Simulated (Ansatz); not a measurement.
# KI: pressure against volume

Aim: scale the cell of KI up and down at fixed shape and fractional positions, and get the equilibrium volume and bulk modulus with LAPW, PAW and all-electron datasets made for the crystal.

Computed with Ansatz 0.2.0 (DFT PBE, scalar-relativistic, unless a step's input says otherwise).

### 1 The structure to begin with

It takes space group Fm-3m (No. 225, cubic). Conventional cell: a = 7.049 Å, b = 7.049 Å, c = 7.049 Å, α = 90.00°, β = 90.00°, γ = 90.00°. Around K (site symmetry m-3m) lie 6 I at 3.52 Å. I (site symmetry m-3m) has 6 K at 3.52 Å as nearest neighbours.

Structure file:

```xyz
2
Lattice="0.0000 3.5246 3.5246 3.5246 0.0000 3.5246 3.5246 3.5246 0.0000" Properties=species:S:1:pos:R:3 pbc="T T T"
K     0.0000    0.0000    0.0000
I     3.5246    3.5246    3.5246
```

The cell is a deposited one (Crystallography Open Database entry 9009735); the temperature and pressure of the measurement aren't taken into account, and nothing was relaxed.

Atoms are numbered in the order of the input: K1, I2.

### 2 Volume × 0.9405, LAPW

File input.yaml:

```yaml
crystal:
  lattice:
    - [0.0, 3.4532122741, 3.4532122741]
    - [3.4532122741, 0.0, 3.4532122741]
    - [3.4532122741, 3.4532122741, 0.0]
  atoms:
    - { symbol: K, position: [0.0, 0.0, 0.0] }
    - { symbol: I, position: [0.5, 0.5, 0.5] }
kpoints:
  mp_grid: { grid: [8, 8, 8] }
scf:
  occupations: { method: fermi_dirac, width: 0.01 }
hamiltonian:
  xc: pbe
  pseudopotentials: { kind: all_electron, lapw: { basis_error: 0.001 } }
output:
  forces: true
  stress: true
  eigenvalues: true
```

### 3 Volume × 0.9405, PAW

Changes to input.yaml since step 2:

```diff
@@ -14,3 +14,3 @@
   xc: pbe
-  pseudopotentials: { kind: all_electron, lapw: { basis_error: 0.001 } }
+  pseudopotentials: { kind: paw }
 output:
@@ -19 +19,2 @@
   eigenvalues: true
+  efg: { contact_densities: true }
```

### 4 Volume × 0.9405, crystal datasets

Changes to input.yaml since step 3:

```diff
@@ -14,3 +14,3 @@
   xc: pbe
-  pseudopotentials: { kind: paw }
+  pseudopotentials: { kind: all_electron, datasets: crystal }
 output:
```

### 5 Volume × 0.97, LAPW

File input.yaml:

```yaml
crystal:
  lattice:
    - [0.0, 3.4889460506, 3.4889460506]
    - [3.4889460506, 0.0, 3.4889460506]
    - [3.4889460506, 3.4889460506, 0.0]
  atoms:
    - { symbol: K, position: [0.0, 0.0, 0.0] }
    - { symbol: I, position: [0.5, 0.5, 0.5] }
kpoints:
  mp_grid: { grid: [8, 8, 8] }
scf:
  occupations: { method: fermi_dirac, width: 0.01 }
hamiltonian:
  xc: pbe
  pseudopotentials: { kind: all_electron, lapw: { basis_error: 0.001 } }
output:
  forces: true
  stress: true
  eigenvalues: true
```

### 6 Volume × 0.97, PAW

Changes to input.yaml since step 5:

```diff
@@ -14,3 +14,3 @@
   xc: pbe
-  pseudopotentials: { kind: all_electron, lapw: { basis_error: 0.001 } }
+  pseudopotentials: { kind: paw }
 output:
@@ -19 +19,2 @@
   eigenvalues: true
+  efg: { contact_densities: true }
```

### 7 Volume × 1.03, LAPW

File input.yaml:

```yaml
crystal:
  lattice:
    - [0.0, 3.5594488043, 3.5594488043]
    - [3.5594488043, 0.0, 3.5594488043]
    - [3.5594488043, 3.5594488043, 0.0]
  atoms:
    - { symbol: K, position: [0.0, 0.0, 0.0] }
    - { symbol: I, position: [0.5, 0.5, 0.5] }
kpoints:
  mp_grid: { grid: [8, 8, 8] }
scf:
  occupations: { method: fermi_dirac, width: 0.01 }
hamiltonian:
  xc: pbe
  pseudopotentials: { kind: all_electron, lapw: { basis_error: 0.001 } }
output:
  forces: true
  stress: true
  eigenvalues: true
```

### 8 Volume × 1.03, PAW

Changes to input.yaml since step 7:

```diff
@@ -14,3 +14,3 @@
   xc: pbe
-  pseudopotentials: { kind: all_electron, lapw: { basis_error: 0.001 } }
+  pseudopotentials: { kind: paw }
 output:
@@ -19 +19,2 @@
   eigenvalues: true
+  efg: { contact_densities: true }
```

### 9 Volume × 1.06, LAPW

File input.yaml:

```yaml
crystal:
  lattice:
    - [0.0, 3.5936763733, 3.5936763733]
    - [3.5936763733, 0.0, 3.5936763733]
    - [3.5936763733, 3.5936763733, 0.0]
  atoms:
    - { symbol: K, position: [0.0, 0.0, 0.0] }
    - { symbol: I, position: [0.5, 0.5, 0.5] }
kpoints:
  mp_grid: { grid: [8, 8, 8] }
scf:
  occupations: { method: fermi_dirac, width: 0.01 }
hamiltonian:
  xc: pbe
  pseudopotentials: { kind: all_electron, lapw: { basis_error: 0.001 } }
output:
  forces: true
  stress: true
  eigenvalues: true
```

### 10 Volume × 1.06, PAW

Changes to input.yaml since step 9:

```diff
@@ -14,3 +14,3 @@
   xc: pbe
-  pseudopotentials: { kind: all_electron, lapw: { basis_error: 0.001 } }
+  pseudopotentials: { kind: paw }
 output:
@@ -19 +19,2 @@
   eigenvalues: true
+  efg: { contact_densities: true }
```

### 11 Volume × 1.06, crystal datasets

Changes to input.yaml since step 10:

```diff
@@ -14,3 +14,3 @@
   xc: pbe
-  pseudopotentials: { kind: paw }
+  pseudopotentials: { kind: all_electron, datasets: crystal }
 output:
```

(Steps that only read results are left out.)

What does the calculation give? Wanted: equilibrium volume; bulk modulus (for each run or level that gives them).

The runs gave:

| quantity | value |
| --- | --- |
| equilibrium volume (LAPW) | 46.320 Å³/atom |
| bulk modulus (LAPW) | 10.6 GPa |
| its pressure derivative (LAPW) | 4.8 |
| equilibrium volume (PAW) | 46.313 Å³/atom |
| bulk modulus (PAW) | 10.6 GPa |
| its pressure derivative (PAW) | 4.8 |

In words: By LAPW, the pressure vanishes at 46.32 Å³/atom (+5.8 % from the starting cell) and the bulk modulus there is 10.6 GPa (Birch-Murnaghan, third order). PAW's volume lies -0.02 % and its modulus less than 0.1 % from LAPW's. The gap goes from 4.13 eV at the smallest volume to 3.85 eV at the largest. No thermal or zero-point expansion is included. Spin-orbit coupling is left out, though the cell holds I; in elements this heavy it can shift bands and gaps by tenths of an eV.

These are semilocal Kohn-Sham gaps, which aren't the measured quantity. Such gaps usually fall short of the measured ones; spin-orbit coupling, left out here, narrows gaps with I, so the two errors partly cancel.
